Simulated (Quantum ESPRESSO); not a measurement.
# InP (F-43m) in Quantum ESPRESSO: a series of runs, part 3 of 3

Quantum ESPRESSO 7.5. The steps go on from the part before.

**5. Phonons, AM05**

Input file pw.in:

```
&CONTROL
  calculation = 'scf'
  prefix = 'pwscf'
  outdir = './tmp'
  pseudo_dir = './pseudo'
  tprnfor = .true.
  tstress = .true.
  disk_io = 'low'
/
&SYSTEM
  ibrav = 0
  nat = 2
  ntyp = 2
  ecutwfc = 70
  nbnd = 15
  input_dft = 'XC-000I-000I-120L-135L-000I-000I'
  occupations = 'smearing'
  smearing = 'fd'
  degauss = 0.00367493
/
&ELECTRONS
  conv_thr = 4d-10
  electron_maxstep = 120
  mixing_beta = 0.5
/
ATOMIC_SPECIES
In   114.8180 In.upf
P     30.9738 P.upf
CELL_PARAMETERS angstrom
   0.0000000000    2.9305000000    2.9305000000
   2.9305000000    0.0000000000    2.9305000000
   2.9305000000    2.9305000000    0.0000000000
ATOMIC_POSITIONS crystal
In     0.0000000000    0.0000000000    0.0000000000
P      0.7500000000    0.7500000000    0.7500000000
K_POINTS automatic
8 8 8 1 1 1
```

Input file relax.in:

```
&CONTROL
  calculation = 'vc-relax'
  prefix = 'pwscf'
  outdir = './tmp'
  pseudo_dir = './pseudo'
  tprnfor = .true.
  tstress = .true.
  disk_io = 'low'
  nstep = 40
  forc_conv_thr = 0.0001
  etot_conv_thr = 1d-06
/
&SYSTEM
  ibrav = 0
  nat = 2
  ntyp = 2
  ecutwfc = 70
  nbnd = 15
  input_dft = 'XC-000I-000I-120L-135L-000I-000I'
  occupations = 'smearing'
  smearing = 'fd'
  degauss = 0.00367493
/
&ELECTRONS
  conv_thr = 4d-10
  electron_maxstep = 120
  mixing_beta = 0.5
/
&IONS
  ion_dynamics = 'bfgs'
/
&CELL
  cell_dynamics = 'bfgs'
  press = 0
  press_conv_thr = 0.2
/
ATOMIC_SPECIES
In   114.8180 In.upf
P     30.9738 P.upf
CELL_PARAMETERS angstrom
   0.0000000000    2.9305000000    2.9305000000
   2.9305000000    0.0000000000    2.9305000000
   2.9305000000    2.9305000000    0.0000000000
ATOMIC_POSITIONS crystal
In     0.0000000000    0.0000000000    0.0000000000
P      0.7500000000    0.7500000000    0.7500000000
K_POINTS automatic
8 8 8 1 1 1
```

Input file scf2.in:

```
&CONTROL
  calculation = 'scf'
  prefix = 'pwscf'
  outdir = './tmp'
  pseudo_dir = './pseudo'
  tprnfor = .true.
  tstress = .true.
  disk_io = 'low'
/
&SYSTEM
  ibrav = 0
  nat = 2
  ntyp = 2
  ecutwfc = 70
  nbnd = 15
  input_dft = 'XC-000I-000I-120L-135L-000I-000I'
  occupations = 'fixed'
/
&ELECTRONS
  conv_thr = 1d-13
  electron_maxstep = 120
  mixing_beta = 0.5
  startingpot = 'file'
  startingwfc = 'file'
/
ATOMIC_SPECIES
In   114.8180 In.upf
P     30.9738 P.upf
CELL_PARAMETERS angstrom
   0.0000000000    2.9477924124    2.9477924124
   2.9477924124    0.0000000000    2.9477924124
   2.9477924124    2.9477924124    0.0000000000
ATOMIC_POSITIONS crystal
In     0.0000000000    0.0000000000    0.0000000000
P      0.7500000000    0.7500000000    0.7500000000
K_POINTS automatic
8 8 8 1 1 1
```

Input file ph.in:

```
phonons of InP
&INPUTPH
  prefix = 'pwscf'
  outdir = './tmp'
  tr2_ph = 1d-16
  fildyn = 'dyn'
  niter_ph = 60
  alpha_mix(1) = 0.7
  epsil = .true.
/
0.0000000000 0.0000000000 0.0000000000
```

Input file dynmat.in:

```
&INPUT
  fildyn = 'dyn'
  asr = 'crystal'
  lperm = .true.
  filout = 'dynmat.disp'
  fileig = 'dynmat.eig'
/
```

Input file dynmat_lo.in:

```
&INPUT
  fildyn = 'dyn'
  asr = 'crystal'
  filout = 'dynmat_lo.disp'
  fileig = 'dynmat_lo.eig'
  q(1) = 0
  q(2) = 0
  q(3) = 1
/
```

Potentials or basis: PseudoDojo 0.4.1 SR PBE standard.

Run with:

```bash
$ OMP_NUM_THREADS=1 pw.x -in pw.in > pw.out
$ OMP_NUM_THREADS=1 pw.x -in relax.in > relax.out
$ OMP_NUM_THREADS=1 pw.x -in scf2.in > scf2.out
$ OMP_NUM_THREADS=1 ph.x -in ph.in > ph.out
$ OMP_NUM_THREADS=1 dynmat.x -in dynmat.in > dynmat.out
$ OMP_NUM_THREADS=1 dynmat.x -in dynmat_lo.in > dynmat_lo.out
```

pw.out:

```text
This program is part of the open-source Quantum ESPRESSO suite
     for quantum simulation of materials; please cite
         "P. Giannozzi et al., J. Phys.:Condens. Matter 21 395502 (2009);
         "P. Giannozzi et al., J. Phys.:Condens. Matter 29 465901 (2017);
         "P. Giannozzi et al., J. Chem. Phys. 152 154105 (2020);
     in publications or presentations arising from this work. More details at

     IMPORTANT: XC functional enforced from input :
     Exchange-correlation= XC-000I-000I-120L-135L-000I-000I
                           (   0   0 120 135   0   0   0)
     Any further DFT definition will be discarded
     Please, verify this is what you really want

     Message from routine setup:
     using ibrav=0 with symmetry is DISCOURAGED, use correct ibrav instead

     G-vector sticks info
     --------------------
     sticks:   dense  smooth     PW     G-vecs:    dense   smooth      PW
     Sum        1177    1177    361                26813    26813    4477

     Using Slab Decomposition
[... 214 lines left out ...]

          k = 0.0442 0.0442 0.0442 (  3374 PWs)   bands (ev):

    -7.0530  -7.0459  -7.0459  -6.8952  -6.8952  -4.3730   6.5002   7.0782
     7.0782   8.2790  11.1605  11.2216  11.2216  15.8966  16.2803
[... 293 lines left out ...]
    -7.1731  -7.0043  -6.9986  -6.8876  -6.8829  -2.5751   1.4422   5.2147
     5.9706   9.4079  11.5731  12.3127  14.3407  16.6183  17.0875

     the Fermi energy is     7.7006 ev

!    total energy              =    -146.20888407 Ry
     estimated scf accuracy    <          1.9E-10 Ry
     smearing contrib. (-TS)   =      -0.00000001 Ry
     internal energy E=F+TS    =    -146.20888407 Ry

     The total energy is F=E-TS. E is the sum of the following terms:
     one-electron contribution =     -49.56861320 Ry
     hartree contribution      =      36.67510669 Ry
     xc contribution           =     -43.59497336 Ry
     ewald contribution        =     -89.72040420 Ry

     convergence has been achieved in   9 iterations

     Forces acting on atoms (cartesian axes, Ry/au):

     atom    1 type  1   force =     0.00000000    0.00000000   -0.00000000
     atom    2 type  2   force =    -0.00000000   -0.00000000    0.00000000

     Total force =     0.000000     Total SCF correction =     0.000000

     Computing stress (Cartesian axis) and pressure

          total   stress  (Ry/bohr**3)                   (kbar)     P=       11.91
   0.00008095   0.00000000   0.00000000           11.91        0.00        0.00
   0.00000000   0.00008095   0.00000000            0.00       11.91        0.00
   0.00000000   0.00000000   0.00008095            0.00        0.00       11.91

=------------------------------------------------------------------------------=
   JOB DONE.
=------------------------------------------------------------------------------=
```

relax.out:

```text
This program is part of the open-source Quantum ESPRESSO suite
     for quantum simulation of materials; please cite
         "P. Giannozzi et al., J. Phys.:Condens. Matter 21 395502 (2009);
         "P. Giannozzi et al., J. Phys.:Condens. Matter 29 465901 (2017);
         "P. Giannozzi et al., J. Chem. Phys. 152 154105 (2020);
[... 2785 lines left out ...]
  -0.00000000   0.00000065  -0.00000000           -0.00        0.10       -0.00
   0.00000000  -0.00000000   0.00000065            0.00       -0.00        0.10

=------------------------------------------------------------------------------=
   JOB DONE.
=------------------------------------------------------------------------------=
```

scf2.out:

```text
This program is part of the open-source Quantum ESPRESSO suite
     for quantum simulation of materials; please cite
         "P. Giannozzi et al., J. Phys.:Condens. Matter 21 395502 (2009);
         "P. Giannozzi et al., J. Phys.:Condens. Matter 29 465901 (2017);
         "P. Giannozzi et al., J. Chem. Phys. 152 154105 (2020);
[... 506 lines left out ...]
  -0.00000000   0.00000066  -0.00000000           -0.00        0.10       -0.00
  -0.00000000   0.00000000   0.00000066           -0.00        0.00        0.10

=------------------------------------------------------------------------------=
   JOB DONE.
=------------------------------------------------------------------------------=
```

Run time: 20 min. Hardware: 1 thread of Intel Xeon Platinum 8488C (Sapphire Rapids), shared host; peak memory 0.11 GiB.

Results:

```yaml
Free_energy: -1989.2766 eV
Relaxed_volume: 25.61 Å³/atom
Relaxed_cell: a = 4.169 Å, b = 4.169 Å, c = 4.169 Å, α = 60.00°, β = 60.00°, γ = 60.00°
Space_group_after_relaxing_to_0.05_Å: F-43m (No. 216)
Pressure_after_relaxing: 0.0 GPa
Electronic_dielectric_tensor_diagonal: 11.44
Born_charges_mean_of_the_diagonal: In +2.53; P -2.53 e
Highest_phonon_frequency_at_Γ_LO-TO_splitting_left_out: 294 cm⁻¹
Static_dielectric_tensor_diagonal: 14.35
```

Step by step:
```
step  energy change (eV)  largest force (eV/Å)  pressure (GPa)  volume (Å³)
   1              0.0000                0.0000            1.19        50.33
   2             -0.0019                0.0000            0.77        50.64
   3             -0.0030                0.0000            0.32        50.98
   4             -0.0033                0.0000            0.01        51.22
   5             -0.0033                0.0000            0.00        51.23
```

Final structure:
```
In P
1.0
     0.00000    2.94779    2.94779
     2.94779    0.00000    2.94779
     2.94779    2.94779    0.00000
In P
1 1
Cartesian
  0.0000 0.0000 0.0000
  4.4217 4.4217 4.4217
```

Phonon frequencies in cm⁻¹ (negative: imaginary):
| q point | frequencies |
| --- | --- |
| (0.000, 0.000, 0.000) | -7 -7 -7 294 294 294 |

Electronic dielectric tensor:
```
11.44  0.00  0.00
 0.00 11.44  0.00
 0.00  0.00 11.44
```

Born effective charge tensors (e):
atom 1, In
```
2.53 0.00 0.00
0.00 2.53 0.00
0.00 0.00 2.53
```
atom 2, P
```
-2.53  0.00  0.00
 0.00 -2.53  0.00
 0.00  0.00 -2.53
```

Optical modes at Γ, degenerate ones joined, polar ones without the macroscopic field:
```tsv
cm⁻¹	components	symmetry	active in	IR intensity, summed ((D/Å)²/amu)
294	3	T2	IR and Raman	18.13
```

Zone-centre frequencies without and with the macroscopic field along z (cm⁻¹):
|  | optical modes in rising order |
| --- | --- |
| without | 294 294 294 |
| with the field | 294 294 329 |

Static dielectric tensor, electrons and zone-centre modes:
```
14.35  0.00  0.00
 0.00 14.35  0.00
 0.00  0.00 14.35
```

Caveat: the potentials were made for another functional, which shifts forces and pressure.

**6. Summary**

```csv
level,potentials or basis,k mesh,form of the LDA correlation,pressure (GPa)
PW91,PseudoDojo 0.4.1 SR PBE standard,"4 × 4 × 4, shifted",-,0.0
vdW-DF-cx,PseudoDojo 0.4.1 SR PBE standard,"4 × 4 × 4, shifted",-,0.0
LDA,PseudoDojo 0.4.1 SR LDA standard,"8 × 8 × 8, shifted",PW92,-1.3
AM05,PseudoDojo 0.4.1 SR PBE standard,"8 × 8 × 8, shifted",-,0.0
```

Alike in all rows: task phonons; no spin polarisation; cell relaxed; cutoff (eV) 952; smearing fermi-dirac 0.05 eV.

Caveats: the potentials were made for another functional, which shifts forces and pressure (some runs).

Absolute energies hang on the potentials; compare differences alone.

**7. Comparison with measurements**

Step 2. Against the measured high-frequency dielectric constant of InP, 9.61 (300 K; a printed reference work, textbook), the calculated 12.52 is off by +30.3 %. So large a miss can be the level of theory's own, or it may mean another phase, state or a wrong row.

Step 3. A measured high-frequency dielectric constant of InP is 9.61 (300 K; a printed reference work, textbook); the calculated 12.43 misses it by +29.3 %.

Step 4. A measured high-frequency dielectric constant of InP is 9.61 (300 K; a printed reference work, textbook); the calculated 11.87 misses it by +23.6 %.

Step 5. Against the measured high-frequency dielectric constant of InP, 9.61 (300 K; a printed reference work, textbook), the calculated 11.44 is off by +19.1 %.
